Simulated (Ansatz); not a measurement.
Te under changes of volume

One of the cells (32.696 Å³/atom); the others are scaled copies at fixed shape and fractional positions:

```
Te
1.0
     3.82029   -2.14820    0.00000
     3.82029    2.14820    0.00000
    -0.09429    0.00000    5.97609
Te
3
Cartesian
  0.0000 0.0000 0.0000
  2.3324 0.0000 2.0248
  5.2139 0.0000 3.9513
```

This isn't the form of Te at room conditions, which is trigonal, of chains.

| Quantity | Value |
| --- | --- |
| Program | Ansatz 0.2.0 |
| Functional | LDA |
| Potentials or basis | all-electron LAPW, scalar-relativistic |
| Cutoff | 183 eV (chosen from the basis error) |
| Basis error allowed | 0.002 eV/atom |
| k mesh | 7 × 7 × 5 |
| Occupations | fermi-dirac, width 0.05 eV |
| Spin | no spin polarisation |

```tsv
volume (Å³/atom)	energy over the lowest point (meV/atom)	pressure (GPa)	largest force (eV/Å)
30.734	0.00	0.5	0.242
31.388	0.67	-0.8	0.178
32.042	6.07	-1.9	0.118
32.696	?	?	?
33.350	29.01	-3.7	0.013
34.004	45.64	-4.4	0.037
34.658	65.22	-5.1	0.082
```

Problem. What does the run at 32.696 Å³/atom give?

Solution. Energy over the lowest point 15.67 meV/atom; pressure -2.8 GPa; largest force 0.063 eV/Å.

Worked out: A Birch-Murnaghan fit of order 3 (a polynomial in V^(-2/3)) to the other rows has its minimum at 30.97 Å³/atom with B0 = V·E''(V) = 59 GPa and B' = 4.7 at fixed shape and positions, which overstates the stiffness. It gives 15.67 meV/atom at 32.696 Å³/atom, against the run's 15.67, and -dE/dV = -2.8 GPa, against -2.8.

Energies are extrapolated to zero smearing.
